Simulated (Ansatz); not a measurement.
**SiO2: checking dH/dP = V**

Level of theory: DFT LDA, scalar-relativistic, plane waves, PAW (Ansatz 0.2.0). Settings: 420 eV cutoff, 6×6×4 k-mesh, Gaussian smearing of 0.02 eV, no spin polarisation.

Starting point, cell and atoms relaxed:

```xyz
12
Lattice="4.9483 0.0000 0.0000 0.0000 4.9483 0.0000 0.0000 0.0000 6.8783" Properties=species:S:1:pos:R:3 pbc="T T T"
Si    0.9706    0.9706    0.0000
Si    1.5036    3.4448    5.1587
Si    3.4448    1.5036    1.7196
Si    3.9777    3.9777    3.4392
O     3.0298    3.6495    4.6967
O     1.9185    1.2988    1.2576
O     3.6495    3.0298    2.1816
O     1.1753    4.3927    6.4163
O     1.2988    1.9185    5.6207
O     0.5557    3.7730    3.9011
O     4.3927    1.1753    0.4620
O     3.7730    0.5557    2.9772
```

Cell and atoms were relaxed at each target pressure within the start's symmetry (P4_32_12), at zero temperature; other phases can be more stable under pressure. H = E + PV with P the target; E is the free energy at the smearing used, whose derivative the pressure is, per atom and counted from zero pressure.

```csv
P (GPa),V (Å³/atom),E − E0 (meV),H − H0 (meV)
0,14.035,0.0,0.0
2,12.342,8.7,162.8
5,11.225,31.7,382.0
10,10.277,74.4,715.8
20,9.286,163.8,1323.0
```

Q: Thermodynamics gives dH/dP = V along a relaxed path. Integrate V over P by the trapezoid rule and compare with the computed enthalpies.

A: With 1 eV/Å³ = 160.22 GPa, each step adds the mean volume times ΔP / 160.22:
| P (GPa) | ∫V dP (meV) | H − H0 (meV) | difference (meV) |
| --- | --- | --- | --- |
| 2 | 164.6 | 162.8 | 1.8 |
| 5 | 385.3 | 382.0 | 3.2 |
| 10 | 720.8 | 715.8 | 5.0 |
| 20 | 1331.3 | 1323.0 | 8.3 |

V(P) curves upward, so the trapezoid rule runs high; integrating a smooth curve through the same points (P as a polynomial of degree 4 in ln V) puts that excess at about 7.8 meV at 20 GPa, against the 8.3 meV found.

Q: At 20 GPa, how much of the enthalpy change is stored energy and how much is the PV term?

A: E rises by 164 meV/atom and PV is 20 × 9.286 / 160.22 = 1159 meV/atom, so PV makes 88 % of ΔH. So between rival structures at high pressure a small difference in volume can outweigh the difference in energy: 1 % of this volume is worth 11.6 meV/atom at this pressure.

Q: What bulk modulus do the lowest pressures give, and how is the compression shared among the axes?

A: From the pressures that the runs reached, -1.99 GPa (16.916 Å³) and 1.98 GPa (12.342 Å³), B = −ΔP/Δln V = 3.97 / 0.3153 = 13 GPa, a mean over that range. Where layers or molecules are held by dispersion forces, this functional describes the zero-pressure volume and B poorly. The linear compressibilities −Δln(length)/ΔP are 23.66 along a, 23.66 along b, 32.16 along c (in TPa⁻¹). With fixed angles they add up to 1/B: 79.48 against 79.48. Softest: c, at 40 % of the volume change per axis.

Q: The gap is 5.300 eV at -1.99 GPa and 5.762 eV at 1.98 GPa. What pressure coefficient and volume deformation potential follow?

A: dE_g/dP = 116.4 meV/GPa, and a_V = dE_g/d ln V = −B dE_g/dP = -1.47 eV. The band edges lie at other k points in the two runs, so this is a mean over different edges. Gaps are Kohn–Sham gaps over the whole zone.

This form isn't the usual stable structure of the compound.